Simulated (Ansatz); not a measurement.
```yaml
crystal:
  lattice:
    - [0.00000, 2.03133, 2.03133]
    - [2.03133, 0.00000, 2.03133]
    - [2.03133, 2.03133, 0.00000]
  atoms:
    - { symbol: Mg, position: [0.00000, 0.00000, 0.00000] }
    - { symbol: O, position: [0.50000, 0.50000, 0.50000] }
```

- datasets: all-electron datasets in plane waves (scalar-relativistic, Gaussian nuclei)
- k mesh: 4×4×4
- empty bands: 108
- response cutoff: 200 eV
- frequencies: contour deformation
- q → 0 term: analytic weight of Carrier, Rohra and Görling
- band sums: cut at the band count

A G0W0 run in Ansatz gave a mean-field gap (direct at Γ) of 6.80 eV and a quasiparticle gap of 9.13 eV, with ε∞ = 2.8 on this mesh.

(1) Which functional supplied the orbitals?
A. r²SCAN
B. PBE

Answers

(1) A. For comparison, on the same cell, mesh, edges, bands and response cutoff: PBE 5.86 → 8.65 eV. Wave cutoffs: PBE 3300 eV, r²SCAN 4620 eV.

The cell is a model at fixed atoms and needn't be the relaxed known crystal. The mesh is coarse, so these are values at the stated settings, not converged ones. Band sums or response are cut, so the gap isn't at its basis limit. With r²SCAN or HSE06 the Kohn-Sham levels are generalised ones.
